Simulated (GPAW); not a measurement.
Runs of GPAW 26.7.0 on SrO. The structure is cubic, space group Fm-3m (No. 225). The conventional cell has a = 5.133 Å, b = 5.133 Å, c = 5.133 Å, α = 90.00°, β = 90.00°, γ = 90.00°. Sr (site symmetry m-3m) has 6 O at 2.57 Å as nearest neighbours. Around O (site symmetry m-3m) lie 6 Sr at 2.57 Å. 

```csv
cell,target pressure,gap on the mesh (eV),pressure (GPa)
relaxed to 20 GPa,20 GPa,3.11,20.0
relaxed,-,3.31,0.0
relaxed to 10 GPa,10 GPa,(a),9.9
relaxed to 5 GPa,5 GPa,3.28,5.0
relaxed to 30 GPa,30 GPa,(b),30.0
relaxed to 2 GPa,2 GPa,3.29,2.0
```

Alike in all rows: task relaxation of cell and atoms; level PBEsol; potentials or basis PAW data sets generated in the run's folder for this functional, pw; no spin polarisation; k mesh 9 × 9 × 9; cutoff (eV) 800; smearing fermi-dirac 0.05 eV.

Question: Fill in the values left out.

Answer: (a) 3.24; (b) 2.97.

Caveats: later steps reuse the first step's grids; an odd mesh through Γ misses points on the zone boundary, where band edges often lie; the relaxation stopped at its first step, so nothing moved (some runs).

A k mesh can miss the band edges, and the runs leave out spin-orbit coupling on Sr.
